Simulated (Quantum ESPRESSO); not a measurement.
**Ag under changes of volume**

One of the cells (18.154 Å³/atom); the others are scaled copies at fixed shape and fractional positions:

```
CELL_PARAMETERS angstrom
-1.65565 1.65565 1.65565
1.65565 -1.65565 1.65565
1.65565 1.65565 -1.65565
ATOMIC_POSITIONS crystal
Ag 0.00000 0.00000 0.00000
```

This isn't the form of Ag at room conditions, which is fcc.

```yaml
Program: Quantum ESPRESSO 7.5
Functional: LDA
Potentials_or_basis: GBRV 1.5 LDA
Cutoff: 762 eV
Density_cutoff: 6095 eV
k_mesh: 11 × 11 × 11
Occupations: fermi-dirac, width 0.05 eV
Spin: no spin polarisation
```

| volume (Å³/atom) | energy over the lowest point (meV/atom) | pressure (GPa) |
| --- | --- | --- |
| 17.065 | 0.00 | -6.8 |
| 17.428 | 16.24 | -8.7 |
| 17.791 | 36.65 | -10.4 |
| 18.154 | 60.62 | -11.8 |
| 18.517 | 87.60 | -13.1 |
| 18.880 | ? | ? |
| 19.243 | 149.05 | -15.0 |

What does the run at 18.880 Å³/atom give?

Energy over the lowest point 117.23 meV/atom; pressure -14.1 GPa.

Worked out: A Birch-Murnaghan fit of order 3 (a polynomial in V^(-2/3)) to the other rows has no minimum within the range. It gives 117.22 meV/atom at 18.880 Å³/atom, against the run's 117.23, and -dE/dV = -13.6 GPa, against -14.1.

Energies are extrapolated to zero smearing.
